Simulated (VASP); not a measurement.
# CoO (I4/mmm) in VASP: a series of runs, part 3 of 3

VASP 6.6.1. The steps go on from the part before.

## 4. Single point, LDA+U, collinear spin, ferromagnetic start

The input, INCAR:

```
SYSTEM = CoO
ALGO = Normal
EDIFF = 1E-6
ENCUT = 520
ISIF = 2
ISMEAR = 0
ISPIN = 2
LASPH = .True.
LCHARG = .True.
LDAU = .True.
LDAUJ = 0 0
LDAUL = 2 -1
LDAUPRINT = 1
LDAUTYPE = 2
LDAUU = 7 0
LELF = .True.
LMAXMIX = 4
LORBIT = 11
LREAL = .False.
LVHAR = .True.
LWAVE = .False.
MAGMOM = 2 0
NELM = 120
PREC = Accurate
SIGMA = 0.05
```

The input, KPOINTS:

```
k-points
0
Gamma
  9 9 9
  0 0 0
```

The input, POSCAR:

```
CoO
1.0
   -1.5080004400      1.5080004400      2.1072503600
    1.5080004400     -1.5080004400      2.1072503600
    1.5080004400      1.5080004400     -2.1072503600
Co O
1 1
Direct
    0.0000000000      0.0000000000      0.0000000000
    0.5000000000      0.5000000000      0.0000000000
```

Potentials or basis: VASP PAW LDA potentials, release 64 (Co, O).

Run with:

```bash
$ cat potpaw_LDA.64/Co/POTCAR potpaw_LDA.64/O/POTCAR > POTCAR
$ mpirun -np 1 vasp_std > vasp.out
```

OUTCAR:

```text
SYSTEM = CoO
   EDIFF = 1E-6
   ENCUT = 520
   ISIF = 2
   ISMEAR = 0
   ISPIN = 2
   LASPH = .True.
   LORBIT = 11
   LREAL = .False.
   NELM = 120
   PREC = Accurate

 ion  position               nearest neighbor table
   1  0.000  0.000  0.000-   2 2.11   2 2.11   2 2.13   2 2.13   2 2.13   2 2.13
   2  0.500  0.500  0.000-   1 2.11   1 2.11   1 2.13   1 2.13   1 2.13   1 2.13

  LATTYP: Found a body centered tetragonal cell.
 ALAT       =     3.0160008800
 C/A-ratio  =     1.3973804676

  Lattice vectors:

 A1 = (  -1.5080004400,   1.5080004400,   2.1072503600)
 A2 = (   1.5080004400,  -1.5080004400,   2.1072503600)
 A3 = (   1.5080004400,   1.5080004400,  -2.1072503600)

Analysis of symmetry for initial positions (statically):
=====================================================================
 Subroutine PRICEL returns:
 Original cell was already a primitive cell.

 Routine SETGRP: Setting up the symmetry group for a
 body centered tetragonal supercell.

 Subroutine GETGRP returns: Found 16 space group operations
 (whereof 16 operations were pure point group operations)
 out of a pool of 16 trial point group operations.

[... 957 lines left out ...]

 [... further k-points ...]

------------------------ aborting loop because EDIFF is reached ----------------------------------------

  FORCE on cell =-STRESS in cart. coord.  units (eV):
  Direction    XX          YY          ZZ          XY          YZ          ZX
  --------------------------------------------------------------------------------------
  -------------------------------------------------------------------------------------
  Total       -1.9277524     -1.9277524     -2.8181414      0.0000000      0.0000000      0.0000000
  in kB     -161.1323580   -161.1323580   -235.5560701      0.0000000      0.0000000      0.0000000
  external PRESSURE =    -185.9402620 kB  Pullay stress =       0.0000000 kB

 VOLUME and BASIS-vectors are now :
 -----------------------------------------------------------------------------
  energy-cutoff  :      520.00
  volume of cell :       19.17
      direct lattice vectors                 reciprocal lattice vectors
    -1.508000440  1.508000440  2.107250360     0.000000000  0.331564890  0.237276030
     1.508000440 -1.508000440  2.107250360     0.331564890  0.000000000  0.237276030
     1.508000440  1.508000440 -2.107250360     0.331564890  0.331564890  0.000000000

 POSITION                                       TOTAL-FORCE (eV/Angst)
 -----------------------------------------------------------------------------------
      0.00000      0.00000      0.00000         0.000000     -0.000000      0.000000
      0.00000      0.00000      2.10725        -0.000000      0.000000     -0.000000
 -----------------------------------------------------------------------------------
    total drift:                               -0.000000      0.000000     -0.000000

  FREE ENERGIE OF THE ION-ELECTRON SYSTEM (eV)
  ---------------------------------------------------
  free  energy   TOTEN  =       -11.4986692461 eV

  energy  without entropy=      -11.4957164257  energy(sigma->0) =      -11.49719284

 total charge

# of ion       s       p       d       tot
------------------------------------------
    1        0.311   0.382   7.173   7.866
    2        1.536   3.443   0.000   4.979
--------------------------------------------------
tot          1.847   3.825   7.173  12.845

 magnetization (x)

# of ion       s       p       d       tot
------------------------------------------
    1        0.017   0.017   2.803   2.838
    2        0.017   0.164   0.000   0.181
--------------------------------------------------
tot          0.034   0.181   2.803   3.019
```

Wall time 52 s (1 thread of Intel Xeon Platinum 8375C at 2.90GHz (Ice Lake), shared host); peak memory 0.15 GiB.

Results:

```
Free energy                                           : -11.4987 eV
Pressure                                              : -18.6 GPa
Band gap on the k mesh                                : none (metal or under the smearing width)
Net moment                                            : 3.00 μB per cell
Site moments                                          : Co +2.84; O +0.18 μB
Valence electrons inside the program's atomic spheres : Co 7.87; O 4.98
```

Eigenvalues of the final occupation matrices:
```tsv
site	spin	trace	eigenvalues
site 1 d	1	5.00	0.98 0.98 0.98 1.03 1.04
site 1 d	2	2.20	0.10 0.12 0.50 0.50 0.97
```

Caveat: a cell with one magnetic atom can't hold antiferromagnetic order, which such compounds often take.

## 5. Single point, LDA+U, collinear spin, antiferromagnetic start

This run uses another cell than the first one: it holds 4 atoms, not 2.

The input, INCAR:

```
PREC = Accurate ; ENCUT = 520
EDIFF = 1E-6 ; ISMEAR = 0
SIGMA = 0.05 ; LREAL = False
LASPH = True ; NELM = 100
ALGO = Normal ; ISIF = 2
LWAVE = False ; LCHARG = False
ISPIN = 2 ; MAGMOM = 2 -2 0 0
LORBIT = 11 ; LMAXMIX = 4
LDAU = True ; LDAUTYPE = 2
LDAUL = 2 -1 ; LDAUU = 7 0
LDAUJ = 0 0 ; LDAUPRINT = 1
GGA = CA
```

The input, KPOINTS:

```
Automatic mesh
0
Gamma
  8 8 8
```

The input, POSCAR:

```
CoO
1.0
   -1.5080004400      1.5080004400      2.1072503600
    1.5080004400     -1.5080004400      2.1072503600
    3.0160008800      3.0160008800     -4.2145007200
Co O
2 2
Direct
    0.0000000000      0.0000000000      0.0000000000
    0.0000000000      0.0000000000      0.5000000000
    0.5000000000      0.5000000000      0.0000000000
    0.5000000000      0.5000000000      0.5000000000
```

Run with:

```bash
$ cat potpaw_LDA.64/Co/POTCAR potpaw_LDA.64/O/POTCAR > POTCAR
$ mpirun -np 1 vasp_std > vasp.out
```

Run time: 3 min. Hardware: 1 thread of Intel Xeon Platinum 8375C at 2.90GHz (Ice Lake), shared host; peak memory 0.24 GiB.

Results (log left out):

* Free energy: -25.0646 eV
* Pressure: -12.3 GPa
* Band gap on the k mesh: 1.65 eV
* Net moment: 0.00 μB per cell
* Site moments: Co +2.84, -2.84; O +0.08, -0.08 μB
* Valence electrons inside the program's atomic spheres: Co 7.89; O 4.99

Stress tensor (GPa, compression positive):
```
-11.03   5.41   0.00
  5.41 -11.03   0.00
  0.00   0.00 -14.83
```

Levels at points of the mesh, in eV from the valence-band top:
Spin up:
| k point | band 11 | band 12 | band 13 | band 14 | band 15 | band 16 | band 17 | band 18 | band 19 |
| --- | --- | --- | --- | --- | --- | --- | --- | --- | --- |
| (0.00, 0.00, 0.00) | -2.76 | -2.75 | -1.76 | -1.72 | -1.55 | 1.65 | 2.26 | 2.62 | 4.00 |
| (0.50, 0.00, 0.00) | -2.63 | -2.52 | -2.06 | -0.30 | 0.00 | 3.54 | 4.72 | 5.71 | 5.96 |
| (0.50, 0.50, 0.00) | -3.10 | -2.97 | -2.95 | -2.89 | -2.79 | 3.20 | 3.87 | 4.16 | 6.66 |
| (0.00, 0.00, 0.50) | -2.47 | -1.90 | -1.85 | -1.59 | -1.56 | 1.65 | 2.61 | 3.89 | 5.73 |
| (0.50, 0.00, 0.50) | -3.11 | -2.83 | -2.12 | -1.32 | -0.59 | 3.51 | 4.15 | 4.71 | 7.55 |
| (0.50, 0.50, 0.50) | -3.23 | -3.23 | -2.27 | -2.27 | -1.87 | 3.21 | 3.87 | 4.83 | 8.84 |
Spin down:
```csv
k point,band 13,band 14,band 15,band 16,band 17,band 18
"(0.00, 0.00, 0.00)",-1.76,-1.72,-1.55,1.65,2.26,2.62
"(0.50, 0.00, 0.00)",-2.06,-0.30,0.00,3.54,4.72,5.71
"(0.50, 0.50, 0.00)",-2.95,-2.89,-2.79,3.20,3.87,4.16
"(0.00, 0.00, 0.50)",-1.85,-1.59,-1.56,1.65,2.61,3.89
"(0.50, 0.00, 0.50)",-2.12,-1.32,-0.59,3.51,4.15,4.71
"(0.50, 0.50, 0.50)",-2.27,-2.27,-1.87,3.21,3.87,4.83
```

Eigenvalues of the final occupation matrices:
```csv
site,spin,trace,eigenvalues
site 1 d,1,5.01,0.98 0.98 0.98 1.03 1.04
site 1 d,2,2.21,0.03 0.10 0.13 0.97 0.98
site 2 d,1,2.21,0.03 0.10 0.13 0.97 0.98
site 2 d,2,5.01,0.98 0.98 0.98 1.03 1.04
```

## 6. Single point, LDA+U, collinear spin, zero start

The input, INCAR:

```
SYSTEM = CoO
  PREC = Accurate
  ENCUT = 520
  EDIFF = 1E-7
  ISMEAR = 0
  SIGMA = 0.05
  LREAL = .False.
  LASPH = .True.
  NELM = 120
  ALGO = Normal
  ISIF = 2
  LWAVE = .False.
  LCHARG = .False.
  ISPIN = 2
  MAGMOM = 0 0
  LORBIT = 11
  LMAXMIX = 4
  LDAU = .True.
  LDAUTYPE = 2
  LDAUL = 2 -1
  LDAUU = 7 0
  LDAUJ = 0 0
  LDAUPRINT = 1
  GGA = CA
```

The input, KPOINTS:

```
Automatic mesh
0
Gamma
  9 9 9
  0 0 0
```

The input, POSCAR:

```
CoO
1.0
   -1.5080004400      1.5080004400      2.1072503600
    1.5080004400     -1.5080004400      2.1072503600
    1.5080004400      1.5080004400     -2.1072503600
Co O
1 1
Direct
    0.0000000000      0.0000000000      0.0000000000
    0.5000000000      0.5000000000      0.0000000000
```

Potentials or basis: VASP PAW LDA potentials, release 64 (Co, O).

Run with:

```bash
$ cat potpaw_LDA.64/Co/POTCAR potpaw_LDA.64/O/POTCAR > POTCAR
$ mpirun -np 1 vasp_std > vasp.out
```

Wall time 44 s (1 thread of Intel Xeon Platinum 8375C at 2.90GHz (Ice Lake), shared host); peak memory 0.15 GiB.

It converged, with:

```
Free energy                                           : -10.0328 eV
Pressure                                              : -36.3 GPa
Band gap on the k mesh                                : none (metal or under the smearing width)
Net moment                                            : 0.00 μB per cell
Valence electrons inside the program's atomic spheres : Co 8.02; O 4.91
```

Stress tensor (GPa, compression positive):
```
-36.74   0.00   0.00
  0.00 -36.74   0.00
  0.00   0.00 -35.41
```

Levels at points of the mesh, in eV from the Fermi level:
Spin up:
```csv
k point,band 6,band 7,band 8,band 9,band 10,band 11
"(0.00, 0.00, 0.00)",-3.54,-3.54,-0.97,-0.91,1.11,16.13
```
Spin down:
| k point | band 6 | band 7 | band 8 | band 9 | band 10 | band 11 |
| --- | --- | --- | --- | --- | --- | --- |
| (0.00, 0.00, 0.00) | -3.54 | -3.54 | -0.97 | -0.91 | 1.11 | 16.13 |

Eigenvalues of the final occupation matrices:
| site | spin | trace | eigenvalues |
| --- | --- | --- | --- |
| site 1 d | 1 | 3.72 | 0.39 0.41 0.97 0.97 0.97 |
| site 1 d | 2 | 3.72 | 0.39 0.41 0.97 0.97 0.97 |

Caveat: a pressure of tens of GPa on the cell as given is suspect, and the run, the potentials or the cell itself is likely at fault.

## 7. Overview

```tsv
spin	U	k mesh	further INCAR settings	supercell matrix	gap on the mesh (eV)	pressure (GPa)	moment (μB)
collinear, random start	Co d U = 3 eV	9 × 9 × 9	ALGO = Normal; EDIFF = 1e-06	-	none	-16.5	3.00
collinear, ferromagnetic start	Co d U = 7 eV	9 × 9 × 9	ALGO = Normal; EDIFF = 1e-06	-	none	-18.6	3.00
collinear, antiferromagnetic start	Co d U = 7 eV	8 × 8 × 8	ALGO = Normal; EDIFF = 1e-06	[1, 0, 0, 0, 1, 0, 0, 0, 2]	1.65	-12.3	0.00
collinear, zero start	Co d U = 7 eV	9 × 9 × 9	ALGO = Normal; EDIFF = 1e-07	-	none	-36.3	0.00
```

Alike in all rows: task single point; level LDA+U; potentials or basis VASP PAW LDA potentials, release 64 (Co, O); cell as given; cutoff (eV) 520; smearing gaussian 0.05 eV.

On the cell as given the gap runs from zero (LDA+U) to 1.65 eV (LDA+U); the meshes differ, which moves gaps too.

Caveats: a cell with one magnetic atom can't hold antiferromagnetic order, which such compounds often take (some runs); a pressure of tens of GPa on the cell as given is suspect, and the run, the potentials or the cell itself is likely at fault (some runs).

Absolute energies hang on the potentials; compare differences alone.
